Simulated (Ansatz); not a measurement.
# BP (F-43m) in Ansatz: settings compared

Aim: see how the results for BP move with the level of theory and the settings. Levels: PBE, HSE06, PBE0. Tasks: single point.

Program: Ansatz 0.2.0. These are calculated values, not measurements. Logs are shortened: lines on timing, memory, paths and dates and some standing lists are left out, and cuts for length are marked.

## (1) The structure

Symmetry: F-43m, No. 216, cubic system. The conventional cell has a = 4.538 Å, b = 4.538 Å, c = 4.538 Å, α = 90.00°, β = 90.00°, γ = 90.00°. P (site symmetry -43m) is surrounded by 4 B at 1.97 Å. B (site symmetry -43m) has 4 P at 1.97 Å as nearest neighbours.

## (2) Single point, PBE

Contents of input.yaml:

```yaml
crystal:
  lattice:
    - [0.0, 2.269, 2.269]
    - [2.269, 0.0, 2.269]
    - [2.269, 2.269, 0.0]
  atoms:
    - { symbol: P, position: [0.75, 0.75, 0.75] }
    - { symbol: B, position: [0.0, 0.0, 0.0] }
kpoints:
  mp_grid: { grid: [6, 6, 6] }
scf:
  occupations: { method: fermi_dirac, width: 0.05 }
hamiltonian:
  xc: pbe
  pseudopotentials: { kind: all_electron, datasets: crystal }
output:
  forces: true
  stress: true
  eigenvalues: true
  elf: true
  volumetric_format: npy
```

Potentials or basis: all-electron PAW datasets made for the crystal.

Command:

```
$ ansatz run input.yaml --threads 1 --pin off --max-ram 3072MiB --backend cpu --events-out ev --progress --plain --runs-dir out
```

Output:

```text
Warning: RAYON_NUM_THREADS=1 ignored (pool sized by the plan → 1); use --threads N
hamiltonian.pseudopotentials.datasets: crystal makes datasets for this crystal and solves the spheres of its atoms anew in each pass: cutoff 280.0 eV, the density's 1400.0 eV; for an error of 0.50 meV an atom under PBE, 1.0 meV for the cell; an energy difference from a run of another recipe may be off by several times the error for the cell, under r2SCAN by more, where some 0.1 meV an atom stays at smaller errors; B in spheres of 0.942 Å, 3 of its electrons in bands; P in spheres of 1.016 Å, 5 of its electrons in bands, 8 on its site; only band paths and densities of states list, in semicore columns, the levels of the semicore shells that are solved separately: 2s of P, 2p of P
Engine: ansatz 0.2.0, aarch64-unknown-linux-gnu
Pseudopotentials: kind: all_electron
Pseudopotential: P, paw, valence charge 13, recommended cutoff 280 eV (normal), crystal/all_electron/pbe/scalar/gaussian/P, Koelling and Harmon's equation, gaussian nucleus
Pseudopotential: B, paw, valence charge 3, recommended cutoff 280 eV (normal), crystal/all_electron/pbe/scalar/gaussian/B, Koelling and Harmon's equation, gaussian nucleus
Functional definition: PBE
  parameter kappa = 0.804
  parameter beta = 0.06672455060314922
  exchange = pbe_x(kappa = kappa, mu = beta*pi^2/3)
  correlation = pbe_c(beta = beta)
Crystal: 2 atoms, lattice volume = 23.363 Å³
Basis set: ecut = 280 eV, 259 PW (Γ), exchange–correlation on 40×40×40 points (8 copies of the dense FFT grid, shifted against one another)
Bands: 8, of which v1, the nominal top of the filled ones, is band 4 counted from 1 (3 counted from 0)
Symmetry: 24 space group operations
Space group: F-43m (ITA 216), of the structure as read, at distance tolerance 2.9e-5 Å
k-points: 16 of 216 (time reversal used)
Non-local potential: P, projectors of the file, l = 0: 1, l = 1: 1
Non-local potential: B, projectors of the file, l = 0: 1, l = 1: 1
PAW form: soft (Blöchl's): semilocal exchange-correlation on the pseudo side does not see the compensation charge
PAW one-centre angular grid: P, 110 points (default); XC on its mesh's 1891 points in the sphere
PAW one-centre angular grid: B, 110 points (default); XC on its mesh's 1957 points in the sphere
Initial density: superposition of atomic densities (neutral atoms: chi_scale 0, normalization atom)
Initial wavefunctions: pseudopotential atomic-orbital guess
Functional: x = pbe(κ = 0.804, μ = 0.2195149727645171), c = pbe(β = 0.06672455060314922)
iter 1 solved again at ethr=2.45e-2 eV; its pass at ethr=1.00e-1 eV (dr2=1.96e0 eV) is discarded
SCF iter   1: F=—  HF=-9986.503228 eV  |F-HF|=—  |Δ(HF+E_count)|=         —  Δρ=9.32e-2  dr2=2.19e0  ethr=2.45e-2  ⟨swp⟩=2.1  Hψ=755  notcnv=0
preconditioner: auto → none  [insulator: Δε(μ)=1.984 eV  Ē_g=12.981 eV  σ=0.050 eV  W_gap=1.00  n_scr=0 (ndim 8)  ℏωp=21.7 eV  f_vac=0.000  D(μ)=0.00/eV (n_scr^D=0)  ε∞_Penn≈3.8]
iter 2 solved again at ethr=1.82e-3 eV; its pass at ethr=2.45e-2 eV (dr2=1.45e-1 eV) is discarded
SCF iter   2: F=—  HF=-9985.995472 eV  |F-HF|=—  |Δ(HF+E_count)|=   5.08e-1  Δρ=3.05e-2  dr2=1.53e-1  ethr=1.82e-3  ⟨swp⟩=2.8  Hψ=577  notcnv=0
SCF iter   3: F=—  HF=-9985.999997 eV  |F-HF|=—  |Δ(HF+E_count)|=   4.53e-3  Δρ=1.09e-2  dr2=2.11e-2  ethr=1.82e-3  ⟨swp⟩=2.5  Hψ=264  notcnv=0
SCF iter   4: F=—  HF=-9986.003384 eV  |F-HF|=—  |Δ(HF+E_count)|=   3.39e-3  Δρ=1.84e-3  dr2=4.03e-4  ethr=2.63e-4  ⟨swp⟩=2.4  Hψ=344  notcnv=0
SCF iter   5: F=—  HF=-9986.005211 eV  |F-HF|=—  |Δ(HF+E_count)|=   1.83e-3  Δρ=3.61e-4  dr2=1.71e-5  ethr=5.04e-6  ⟨swp⟩=3.0  Hψ=326  notcnv=0
SCF iter   6: F=—  HF=-9986.005237 eV  |F-HF|=—  |Δ(HF+E_count)|=   2.52e-5  Δρ=1.01e-4  dr2=4.18e-7  ethr=2.14e-7  ⟨swp⟩=2.2  Hψ=199  notcnv=0
iter 7 closing phase opened: the close's accurate solve read dr2=6.57e-8 eV against 6.25e-8 eV; the close is withheld, and while its budget lasts the loop goes on, solving accurately
SCF iter   7: F=-9986.005241 eV  HF=-9986.005241 eV  |F-HF|=3.21e-8  |Δ(HF+E_count)|=   4.43e-6  Δρ=1.78e-5  dr2=6.18e-8  ethr=5.22e-9  ⟨swp⟩=3.0  Hψ=532  notcnv=0
SCF iter   8: F=—  HF=-9986.005241 eV  |F-HF|=—  |Δ(HF+E_count)|=  7.69e-10  Δρ=1.82e-5  dr2=6.60e-8  ethr=1.00e-12  ⟨swp⟩=2.0  Hψ=176  notcnv=0
SCF iter   9: F=-9986.005241 eV  HF=-9986.005241 eV  |F-HF|=6.88e-10  |Δ(HF+E_count)|=   7.74e-9  Δρ=3.43e-6  dr2=9.52e-10  ethr=1.00e-12  ⟨swp⟩=4.0  Hψ=320  notcnv=0
SCF 1 converged in 9 iterations: F = -9986.005223 eV  dr2 = 9.52e-10
  Residual-converged pass: the last iteration was solved by the pass's rule, and is the pass (adopted: true)  max |occ|·‖R‖ = 2.9e-6 eV (tolerance 5.3e-6 eV)  dr2=9.52e-10  dr2_onsite=5.30e-10
SCF converged after 9 iterations
Free energy (F): -9986.005223 eV
Harris-Foulkes:  -9986.005223 eV  (|F-HF|=6.88e-10)
Internal energy: -9986.005223 eV  (E = F + TS)
E sigma→0 (E₀):  -9986.005223 eV
Entropy (-TS):   -0.000000 eV (-0.000 meV/atom)
Past the cutoff: the bands carry plane waves up to 1.75 times it, of which those up to 1.5 times it add -0.000475 eV an atom, each by itself; the spheres take 0.000208 eV an atom off the energy for waves past 1.75 times it
By the cutoff:   a pressure is off by up to 0.008 GPa (1.2 times the spheres' own share and the shells' term, over an atom's volume, and 0.004 GPa: a bound that held against runs at twice the plane waves)
Past the cutoffs: a stress includes 0.0019 GPa for waves and charges beyond them, in addition to the slope of what the spheres take
In the spheres:  the bands' charges fall short by 5.1e-6 e at most (sound up to 1e-3), those of shells solved beside the bands by 1.1e-8 e (sound up to 5e-4)
Fermi energy:    10.860247 eV
--- Per-component energies (eV) ---
  E_band       = 29.727321
  E_kinetic    = 116.034951
  E_local      = -1522.247733  (includes V_loc(G=0)·N_el)
  E_nonlocal   = 17.110731
  E_hartree    = 663.252227
  E_xc         = -82.442460
  E_vxc        = -106.612597  (∫ρ·V_xc dr)
  E_paw        = -12220.285685  (= ΣΔE_a)
  E_vpaw       = -4237.679819  (= ΣTr[D̂ρ^β])
  E_ewald      = -1394.043791
  E_smearing   = -0.000000  (= −TS)
  E_closure    = 4436.616537  (closes the sum)
  Σ components = -9986.005223   (vs F -9986.005223, Δ=0.00e0)
  The terms above E_closure are by the made datasets' own strengths, without shells solved beside the bands.
--- Forces (eV/Å), atoms counted from 1 ---
  atom   1  P      0.00000000    -0.00000000    -0.00000000
  atom   2  B     -0.00000000     0.00000000     0.00000000
  max |Σ_I F_I| component: 1.48e-16 eV/Å
--- Stress (GPa, compression-positive) ---
        1.212197      -0.000000      -0.000000
       -0.000000       1.212197       0.000000
       -0.000000       0.000000       1.212197
  P = ⅓ Tr σ = 1.2122 GPa (12.122 kbar)
  It holds what live shells' own plane waves past their cutoff add
--- Band table (eV; the first three rows and the last of 16) ---
  k-point 0: bands = ["-5.2532", "10.2058", "10.2058", "10.2058", "13.6100", "13.6100"]
  k-point 1: bands = ["-4.7554", "7.3717", "9.5418", "9.5418", "14.2258", "14.5123"]
  k-point 2: bands = ["-3.3384", "3.4771", "8.7389", "8.7389", "14.1018", "15.0606"]
  k-point 15: bands = ["-0.2002", "1.9851", "4.9081", "5.0318", "14.0353", "14.6524"]
```

Wall time 4.6 s (1 thread of Arm Neoverse N1, shared host); peak memory 0.33 GiB.

What came out:

- Free energy: -9986.0052 eV
- Pressure: 1.2 GPa
- Band gap on the k mesh: 1.34 eV, indirect (least direct gap 3.40 eV)

A k mesh can miss the band edges. As with any semilocal functional, this PBE gap is likely too small.

## (3) Single point, HSE06

input.yaml: that of step 2 with these lines changed.

```diff
@@ -13,3 +13,3 @@
 hamiltonian:
-  xc: pbe
+  xc: hse06
   pseudopotentials: { kind: all_electron, datasets: crystal }
@@ -18,4 +18 @@
   stress: true
-  eigenvalues: true
-  elf: true
-  volumetric_format: npy
```

Potentials or basis: all-electron PAW datasets made for the crystal.

Command:

```
$ ansatz run input.yaml --threads 1 --pin off --max-ram 3072MiB --backend cpu --events-out ev --progress --plain --runs-dir out
```

Run time: 56 s. Hardware: 1 thread of Arm Neoverse N1, shared host; peak memory 0.5 GiB.

The run converged. Its results:

```
Free energy            : -9986.6733 eV
Pressure               : -1.6 GPa
Band gap on the k mesh : 2.07 eV, indirect (least direct gap 4.35 eV)
```

Levels at points of the mesh, in eV from the valence-band top:
```csv
k point,band 1,band 2,band 3,band 4,band 5
"(0.00, 0.00, 0.00)",-17.09,0.00,0.00,0.00,4.35
"(0.00, 0.00, -0.50)",-13.42,-9.99,-1.93,-1.93,4.74
"(0.00, -0.50, -0.50)",-11.69,-9.57,-4.52,-4.52,2.07
```

A k mesh can miss the band edges.

## (4) Single point, PBE0

input.yaml: that of step 3 with these lines changed.

```diff
@@ -13,3 +13,3 @@
 hamiltonian:
-  xc: hse06
+  xc: pbe0
   pseudopotentials: { kind: all_electron, datasets: crystal }
```

Command:

```
$ ansatz run input.yaml --threads 1 --pin off --max-ram 3072MiB --backend cpu --events-out ev --progress --plain --runs-dir out
```

Wall time 58 s (1 thread of Arm Neoverse N1, shared host); peak memory 0.5 GiB.

The run converged. Its results:

- Free energy: -9986.9072 eV
- Pressure: -1.7 GPa
- Band gap on the k mesh: 2.77 eV, indirect (least direct gap 5.03 eV)

Levels at points of the mesh, in eV from the valence-band top:
```tsv
k point	band 1	band 2	band 3	band 4	band 5
(0.00, 0.00, 0.00)	-17.18	0.00	0.00	0.00	5.03
(0.00, 0.00, -0.50)	-13.51	-10.08	-1.96	-1.96	5.45
(0.00, -0.50, -0.50)	-11.78	-9.65	-4.57	-4.57	2.77
```

A k mesh can miss the band edges.

## (5) Overview

```csv
level,cutoff (eV),gap on the mesh (eV),pressure (GPa)
PBE,280,1.34,1.2
HSE06,310,2.07,-1.6
PBE0,310,2.77,-1.7
```

Alike in all rows: task single point; potentials or basis all-electron PAW datasets made for the crystal; no spin polarisation; cell as given; k mesh 6 × 6 × 6; smearing fermi-dirac 0.05 eV.

On the cell as given the gap runs from 1.34 eV (PBE) to 2.77 eV (PBE0). The pressure there spans -1.7 GPa (PBE0) to 1.2 GPa (PBE); a positive pressure means that this level wants a larger cell, a negative one a smaller.

Compare energies only between runs with the same functional and basis.
